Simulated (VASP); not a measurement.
Crystal: Pt.

```xyz
2
Lattice="2.7253 0.0000 0.0000 -1.3626 2.3601 0.0000 0.0000 0.0000 4.7008" Properties=species:S:1:pos:R:3 pbc="T T T"
Pt    0.0000    1.5734    1.1752
Pt    1.3626    0.7867    3.5256
```

This isn't the form of Pt at room conditions, which is fcc.

Base run:

| Quantity | Value |
| --- | --- |
| Program | VASP 6.6.1 |
| Functional | PBEsol |
| Potentials or basis | VASP PAW PBE potentials, release 64 (Pt) |
| Cutoff | 700 eV |
| k mesh | 18 × 18 × 10 |
| Occupations | gaussian, width 0.1 eV |
| Spin | no spin polarisation |

Its results: band gap on the k mesh none (metal or under the smearing width); pressure 0.0 GPa.

After a change of settings the same cell gave: band gap on the k mesh none (metal or under the smearing width); pressure 1.3 GPa. Which change was it?
A. cutoff from 700 eV to 520 eV; k mesh from 18 × 18 × 10 to 27 × 27 × 14
B. functional from PBEsol to r2SCAN; cutoff from 700 eV to 520 eV
C. cutoff from 700 eV to 900 eV
D. cutoff from 700 eV to 520 eV; occupations from gaussian, width 0.1 eV to gaussian, width 0.5 eV

D.

Caveats: the PAW data sets were made with another functional, which shifts forces and pressure a little.

Not every run made on this cell is shown here.
